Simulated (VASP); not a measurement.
# TaN (P-6m2) in VASP: a series of runs

One crystal, TaN, is run at these levels: PBE; tasks: single point.

Program: VASP 6.6.1. These are calculated values, not measurements. Logs are shortened: lines on timing, memory, paths and dates and some standing lists are left out, and cuts for length are marked.

### 1 The structure

Symmetry: P-6m2, No. 187, hexagonal system. Conventional cell: a = 2.938 Å, b = 2.938 Å, c = 2.883 Å, α = 90.00°, β = 90.00°, γ = 120.00°. Ta (site symmetry -6m2) has 6 N at 2.23 Å as nearest neighbours. Around N (site symmetry -6m2) lie 6 Ta at 2.23 Å.

### 2 Single point, PBE

File INCAR:

```
ALGO = Normal
EDIFF = 1E-6
ENCUT = 520
GGA = PE
ISIF = 2
ISMEAR = 1
LASPH = True
LCHARG = False
LREAL = False
LWAVE = False
NBANDS = 15
NELM = 100
PREC = Accurate
SIGMA = 0.15
```

File KPOINTS:

```
k-points
0
Gamma
  7 7 6
```

File POSCAR:

```
TaN
1.0
    2.9380000000      0.0000000000      0.0000000000
   -1.4690000000      2.5443826363      0.0000000000
    0.0000000000      0.0000000000      2.8830000000
Ta N
1 1
Direct
    0.3333330000      0.6666670000      0.5000000000
    0.0000000000      0.0000000000      0.0000000000
```

Potentials or basis: VASP PAW PBE potentials, release 64 (Ta_pv, N).

Command:

```console
$ cat potpaw_PBE.64/Ta_pv/POTCAR potpaw_PBE.64/N/POTCAR > POTCAR
$ mpirun -np 1 vasp_std > vasp.out
```

OUTCAR:

```text
EDIFF = 1E-6
   ENCUT = 520
   GGA = PE
   ISIF = 2
   ISMEAR = 1
   LASPH = True
   LREAL = False
   NELM = 100
   PREC = Accurate

 ion  position               nearest neighbor table
   1  0.333  0.667  0.500-   2 2.23   2 2.23   2 2.23   2 2.23   2 2.23   2 2.23
   2  0.000  0.000  0.000-   1 2.23   1 2.23   1 2.23   1 2.23   1 2.23   1 2.23

  LATTYP: Found a hexagonal cell.
 ALAT       =     2.9380000000
 C/A-ratio  =     0.9812797822

  Lattice vectors:

 A1 = (   2.9380000000,   0.0000000000,   0.0000000000)
 A2 = (  -1.4690000000,   2.5443826363,   0.0000000000)
 A3 = (   0.0000000000,   0.0000000000,   2.8830000000)

Analysis of symmetry for initial positions (statically):
=====================================================================
 Subroutine PRICEL returns:
 Original cell was already a primitive cell.

 Routine SETGRP: Setting up the symmetry group for a
 hexagonal supercell.

 Subroutine GETGRP returns: Found 12 space group operations
 (whereof 12 operations were pure point group operations)
 out of a pool of 24 trial point group operations.

The static configuration has the point symmetry D_3h.

Analysis of symmetry for dynamics (positions and initial velocities):
=====================================================================
 Subroutine PRICEL returns:
 Original cell was already a primitive cell.

 Routine SETGRP: Setting up the symmetry group for a
 hexagonal supercell.

 Subroutine GETGRP returns: Found 12 space group operations
 (whereof 12 operations were pure point group operations)
 out of a pool of 24 trial point group operations.

The dynamic configuration has the point symmetry D_3h.

 Subroutine INISYM returns: Found 12 space group operations
 (whereof 12 operations are pure point group operations),
 and found     1 'primitive' translations

----------------------------------------------------------------------------------------

                                     Primitive cell

  volume of cell :      21.5516

  direct lattice vectors                    reciprocal lattice vectors
     2.938000000  0.000000000  0.000000000     0.340367597  0.196511324  0.000000000
    -1.469000000  2.544382636  0.000000000     0.000000000  0.393022648  0.000000000
     0.000000000  0.000000000  2.883000000     0.000000000  0.000000000  0.346860909

  length of vectors
     2.938000000  2.938000000  2.883000000     0.393022648  0.393022648  0.346860909

  position of ions in fractional coordinates (direct lattice)
     0.333333000  0.666667000  0.500000000
     0.000000000  0.000000000  0.000000000

  ion indices of the primitive-cell ions
   primitive index   ion index
                 1           1
                 2           2

----------------------------------------------------------------------------------------

 KPOINTS: k-points

Automatic generation of k-mesh.
 Grid dimensions read from file:
 generate k-points for:    7    7    6

 Generating k-lattice:

  Cartesian coordinates                     Fractional coordinates (reciprocal lattice)
     0.048623942  0.028073046  0.000000000     0.142857143 -0.000000000  0.000000000
     0.000000000  0.056146093  0.000000000     0.000000000  0.142857143  0.000000000
     0.000000000  0.000000000  0.057810151     0.000000000  0.000000000  0.166666667

  Length of vectors
     0.056146093  0.056146093  0.057810151

  Shift w.r.t. Gamma in fractional coordinates (k-lattice)
     0.000000000  0.000000000  0.000000000

 Subroutine IBZKPT returns following result:
 ===========================================

 Found     32 irreducible k-points:

 Following reciprocal coordinates:
            Coordinates               Weight
  0.000000  0.000000  0.000000      1.000000
  0.142857  0.000000  0.000000      6.000000
  0.285714  0.000000  0.000000      6.000000
  0.428571 -0.000000  0.000000      6.000000
  0.142857  0.142857  0.000000      6.000000
  0.285714  0.142857  0.000000     12.000000
[... 16 lines left out ...]
  0.428571  0.142857  0.333333     12.000000
  0.285714  0.285714  0.333333     12.000000
 [... further k-points ...]
   k-points           NKPTS =     32   k-points in BZ     NKDIM =     32   number of bands    NBANDS=     15
   number of dos      NEDOS =    301   number of ions     NIONS =      2
   total plane-waves  NPLWV =  13824
   dimension x,y,z NGX =    24 NGY =   24 NGZ =   24
   dimension x,y,z NGXF=    48 NGYF=   48 NGZF=   48
   ions per type =               1   1
   NGX,Y,Z   is equivalent  to a cutoff of  13.58, 13.58, 13.84 a.u.
   NGXF,Y,Z  is equivalent  to a cutoff of  27.16, 27.16, 27.68 a.u.
 SYSTEM =  unknown system
   PREC   = accura    normal or accurate (medium, high low for compatibility)
   ISTART =      0    job   : 0-new  1-cont  2-samecut
   ICHARG =      2    charge: 1-file 2-atom 10-const
   ISPIN  =      1    spin polarized calculation?
   LNONCOLLINEAR =      F non collinear calculations
   LSORBIT =      F    spin-orbit coupling
   LASPH  =      T    aspherical Exc in radial PAW
   ENCUT  =  520.0 eV  38.22 Ry    6.18 a.u.   5.46  5.46  5.36*2*pi/ulx,y,z
   NELM   =    100;   NELMIN=  2; NELMDL= -5     # of ELM steps
   EDIFF  = 0.1E-05   stopping-criterion for ELM
   LREAL  =      F    real-space projection
   EDIFFG = 0.1E-04   stopping-criterion for IOM
   NSW    =      0    number of steps for IOM
   IBRION =     -1    ionic relax: 0-MD 1-quasi-New 2-CG
   NFREE  =      0    steps in history (QN), initial steepest desc. (CG)
   ISIF   =      2    stress and relaxation
   ISYM   =      2    0-nonsym 1-usesym 2-fastsym
   POTIM  = 0.5000    time-step for ionic-motion
   TEBEG  =    0.0;   TEEND  =   0.0 temperature during run
   PSTRESS=    0.0 pullay stress
   NELECT =      16.0000    total number of electrons
   NUPDOWN=      -1.0000    fix difference up-down
   EMIN   =  10.00;   EMAX   =-10.00  energy-range for DOS
   EFERMI =   0.00;   METHOD = LEGACY
   ISMEAR =     1;   SIGMA  =   0.15  broadening in eV -4-tet -1-fermi 0-gaus
   EFERMI_NEDOS =   21; number of points for ismear=-14 and -15
   IALGO  =     38    algorithm
   IMIX   =      4    mixing-type and parameters
     AMIX     =   0.40;   BMIX     =  1.00
     AMIX_MAG =   1.60;   BMIX_MAG =  1.00
  volume/ion in A,a.u.               =      10.78        72.72
  Fermi-wavevector in a.u.,A,eV,Ry     =   1.482365  2.801264 29.897531  2.197407
  Thomas-Fermi vector in A             =   2.596160
   LORBIT       =      0    0 simple, 1 ext, 2 COOP (PROOUT), +10 PAW based schemes
   GGA     = PE    functional components
   LHFCALC =     F    Hartree Fock is set to
   AEXX    =    0.0000 exact exchange contribution
   IVDW    =     0    specifies the selected vdW correction
   LEPSILON=     F    determine dielectric tensor
   LRPA    =     F    only Hartree local field effects (RPA)
 non-spin polarized calculation
 Methfessel and Paxton  Order N= 1 SIGMA  =   0.15
  energy-cutoff  :      520.00
  volume of cell :       21.55
 maximum number of plane-waves:       599
 NGX is ok and might be reduce to    24
   NGX = 11   NGY = 11   NGZ = 11

 number of electron      16.0000001 magnetization

 Free energy of the ion-electron system (eV)
  ---------------------------------------------------
  ext. energy  EPLUGINS =         0.00000000
  ---------------------------------------------------
  free energy    TOTEN  =       -22.43925000 eV

  energy without entropy =      -22.43890621  energy(sigma->0) =      -22.43913540

 E-fermi :   8.4383     XC(G=0): -13.3458

 val. band max:        8.1716688952   @ k =   0.0000   0.0000   0.5000
 cond. band min:       8.4866393141   @ k =   0.0000   0.0000   0.3333
 fundamental gap:      0.3149704189
 Fermi energy:         8.4383490177

 k-point     1 :       0.0000    0.0000    0.0000
  band No.  band energies     occupation
      1     -26.5970      2.00000
      2     -26.3280      2.00000
      3     -26.3280      2.00000
      4      -9.5276      2.00000
      5       3.6904      2.00000
      6       3.6904      2.00000
      7       4.0454      2.00000
      8       5.3260      2.00000
      9      10.4649     -0.00000
     10      11.8404      0.00000
     11      11.8404      0.00000
     12      12.2578      0.00000
     13      12.2578      0.00000
     14      21.3556      0.00000
     15      21.6691      0.00000

 k-point     2 :       0.1429    0.0000    0.0000
  band No.  band energies     occupation
      1     -26.5705      2.00000
      2     -26.5358      2.00000
      3     -26.3726      2.00000
      4      -9.1232      2.00000
      5       2.6394      2.00000
      6       3.9914      2.00000
      7       4.5590      2.00000
      8       4.7806      2.00000
      9      11.0222     -0.00000
     10      11.8659      0.00000
     11      11.9297      0.00000
     12      12.0537      0.00000
     13      12.7410      0.00000
     14      21.3212      0.00000
     15      21.6498      0.00000

 k-point     3 :       0.2857    0.0000    0.0000
  band No.  band energies     occupation
      1     -26.9778      2.00000
      2     -26.5102      2.00000
      3     -26.4714      2.00000
      4      -8.1824      2.00000
      5       1.0631      2.00000
      6       3.7973      2.00000
      7       4.6089      2.00000
      8       5.2098      2.00000
      9      10.4721     -0.00000
     10      11.6280      0.00000
     11      12.4543      0.00000
     12      13.3476      0.00000
     13      13.9940      0.00000
     14      21.5376      0.00000
     15      21.7076      0.00000
[... 343 lines left out ...]
 k-point    23 :       0.4286    0.1429    0.3333
  band No.  band energies     occupation
      1     -27.1728      2.00000
      2     -27.0534      2.00000
      3     -26.6065      2.00000
      4      -7.3847      2.00000
      5       0.5768      2.00000
      6       2.0424      2.00000
      7       3.3701      2.00000
      8       7.4730      2.00000
      9      11.8299      0.00000
     10      12.9616      0.00000
     11      13.6838      0.00000
     12      14.9071      0.00000
     13      18.4295      0.00000
     14      19.8906      0.00000
     15      21.6179      0.00000

 k-point    24 :       0.2857    0.2857    0.3333
  band No.  band energies     occupation
      1     -27.0554      2.00000
      2     -27.0366      2.00000
      3     -26.7893      2.00000
      4      -7.3438      2.00000
      5       0.6952      2.00000
      6       1.8463      2.00000
      7       3.4009      2.00000
      8       7.5682      2.00000
      9      11.9993      0.00000
     10      12.7877      0.00000
     11      13.9941      0.00000
     12      14.7173      0.00000
     13      18.0356      0.00000
     14      20.2783      0.00000
     15      21.6202      0.00000

 [... further k-points ...]

------------------------ aborting loop because EDIFF is reached ----------------------------------------

  FORCE on cell =-STRESS in cart. coord.  units (eV):
  Direction    XX          YY          ZZ          XY          YZ          ZX
  --------------------------------------------------------------------------------------
  -------------------------------------------------------------------------------------
  Total        0.7162583      0.7162583      0.7538183      0.0000000      0.0000000     -0.0000000
  in kB       53.2477664     53.2477664     56.0400378      0.0000000      0.0000000     -0.0000000
  external PRESSURE =      54.1785235 kB  Pullay stress =       0.0000000 kB

 VOLUME and BASIS-vectors are now :
 -----------------------------------------------------------------------------
  energy-cutoff  :      520.00
  volume of cell :       21.55
      direct lattice vectors                 reciprocal lattice vectors
     2.938000000  0.000000000  0.000000000     0.340367597  0.196511324  0.000000000
    -1.469000000  2.544382636  0.000000000     0.000000000  0.393022648  0.000000000
     0.000000000  0.000000000  2.883000000     0.000000000  0.000000000  0.346860909

 POSITION                                       TOTAL-FORCE (eV/Angst)
 -----------------------------------------------------------------------------------
     -0.00000      1.69626      1.44150        -0.000000      0.000000      0.000000
      0.00000      0.00000      0.00000         0.000000      0.000000      0.000000
 -----------------------------------------------------------------------------------
    total drift:                                0.000292     -0.000168      0.000000

  FREE ENERGIE OF THE ION-ELECTRON SYSTEM (eV)
  ---------------------------------------------------
  free  energy   TOTEN  =       -22.4392499959 eV

  energy  without entropy=      -22.4389062139  energy(sigma->0) =      -22.43913540
```

It took 4.3 s on 1 thread of Intel Xeon 6975P-C (Granite Rapids), shared host; peak memory 0.14 GiB.

What came out:

```
Free energy            : -22.4392 eV
Pressure               : 5.4 GPa
Band gap on the k mesh : none (metal or under the smearing width)
```

Levels at points of the mesh, in eV from the Fermi level:
```csv
k point,band 4,band 5,band 6,band 7,band 8,band 9,band 10,band 11,band 12,band 13
"(0.00, 0.00, 0.00)",-17.97,-4.75,-4.75,-4.39,-3.11,2.03,3.40,3.40,3.82,3.82
"(0.00, 0.00, 0.50)",-15.32,-9.53,-3.94,-3.94,-0.27,-0.27,2.22,3.15,3.15,8.02
```

Caveat: the k mesh is coarse (spacing up to 0.36 Å⁻¹), so the values aren't converged. Spin-orbit coupling is left out, which matters for the levels of Ta.

### 3 Single point, PBE

File INCAR:

```
  PREC = Accurate
  ENCUT = 520
  EDIFF = 1E-6
  ISMEAR = 1
  SIGMA = 0.15
  LREAL = False
  LASPH = True
  NELM = 60
  ALGO = Normal
  ISIF = 2
  LWAVE = False
  LCHARG = False
  GGA = PE
  NBANDS = 15
```

File KPOINTS:

```
Automatic mesh
0
Gamma
  4 4 4
```

POSCAR is that of step 2.

Potentials or basis: VASP PAW PBE potentials, release 64 (Ta_pv, N).

Command:

```console
$ cat potpaw_PBE.64/Ta_pv/POTCAR potpaw_PBE.64/N/POTCAR > POTCAR
$ mpirun -np 1 vasp_std > vasp.out
```

It took 2.5 s on 1 thread of Intel Xeon 6975P-C (Granite Rapids), shared host; peak memory 0.13 GiB.

Results (log left out):

- Free energy: -22.3717 eV
- Pressure: 6.1 GPa
- Band gap on the k mesh: none (metal or under the smearing width)

Stress tensor (GPa, compression positive):
```
6.16 0.00 0.00
0.00 6.16 0.00
0.00 0.00 6.03
```

Levels at points of the mesh, in eV from the Fermi level:
```csv
k point,band 4,band 5,band 6,band 7,band 8,band 9,band 10,band 11,band 12,band 13
"(0.00, 0.00, 0.00)",-17.67,-4.46,-4.46,-4.10,-2.82,2.32,3.69,3.69,4.12,4.12
"(0.50, 0.00, 0.00)",-15.39,-8.17,-5.08,-3.37,-3.07,3.13,4.13,5.33,5.39,7.53
"(0.00, 0.00, 0.50)",-15.03,-9.25,-3.64,-3.64,0.01,0.01,2.51,3.45,3.45,8.32
"(0.50, 0.00, 0.50)",-15.69,-7.22,-6.08,-5.57,-0.27,4.27,5.45,6.16,7.19,10.30
```

Caveat: the k mesh is coarse (spacing up to 0.62 Å⁻¹), so the values aren't converged.

### 4 Single point, PBE

File INCAR:

```
SYSTEM = TaN
PREC     = Accurate       ! precision mode
ENCUT    = 520            ! plane-wave cutoff, eV
EDIFF    = 1E-6           ! SCF threshold, eV
ISMEAR   = 1              ! smearing method
SIGMA    = 0.15           ! smearing width, eV
LREAL    = .False.        ! projectors in reciprocal space
LASPH    = .True.         ! aspherical terms in the spheres
NELM     = 60             ! most SCF steps
ALGO     = Normal         ! electronic algorithm
ISIF     = 2              ! what is computed and relaxed
LWAVE    = .False.        ! write WAVECAR
LCHARG   = .False.        ! write CHGCAR
GGA      = PE             ! functional
NBANDS   = 15             ! bands
```

File KPOINTS:

```
Automatic mesh
0
Gamma
  9 9 8
  0 0 0
```

POSCAR is that of step 3.

Command:

```console
$ cat potpaw_PBE.64/Ta_pv/POTCAR potpaw_PBE.64/N/POTCAR > POTCAR
$ mpirun -np 1 vasp_std > vasp.out
```

Run time: 6.5 s. Hardware: 1 thread of Intel Xeon 6975P-C (Granite Rapids), shared host; peak memory 0.15 GiB.

Results (log left out):

```
Free energy            : -22.4407 eV
Pressure               : 5.4 GPa
Band gap on the k mesh : none (metal or under the smearing width)
```

Stress tensor (GPa, compression positive):
```
4.86 0.00 0.00
0.00 4.86 0.00
0.00 0.00 6.46
```

Levels at points of the mesh, in eV from the Fermi level:
```csv
k point,band 4,band 5,band 6,band 7,band 8,band 9,band 10,band 11,band 12,band 13
"(0.00, 0.00, 0.00)",-17.87,-4.65,-4.65,-4.30,-3.02,2.12,3.50,3.50,3.92,3.92
"(0.00, 0.00, 0.50)",-15.23,-9.44,-3.84,-3.84,-0.17,-0.17,2.31,3.25,3.25,8.12
```

### 5 The runs side by side

```tsv
k mesh	mesh quality	gap on the mesh (eV)	pressure (GPa)
7 × 7 × 6	coarse	none	5.4
4 × 4 × 4	coarse	none	6.1
9 × 9 × 8	not flagged	none	5.4
```

Alike in all rows: task single point; level PBE; potentials or basis VASP PAW PBE potentials, release 64 (Ta_pv, N); no spin polarisation; cell as given; cutoff (eV) 520; smearing methfessel-paxton 0.15 eV.

Caveats: some runs use coarse meshes.

Absolute energies hang on the potentials; compare differences alone.
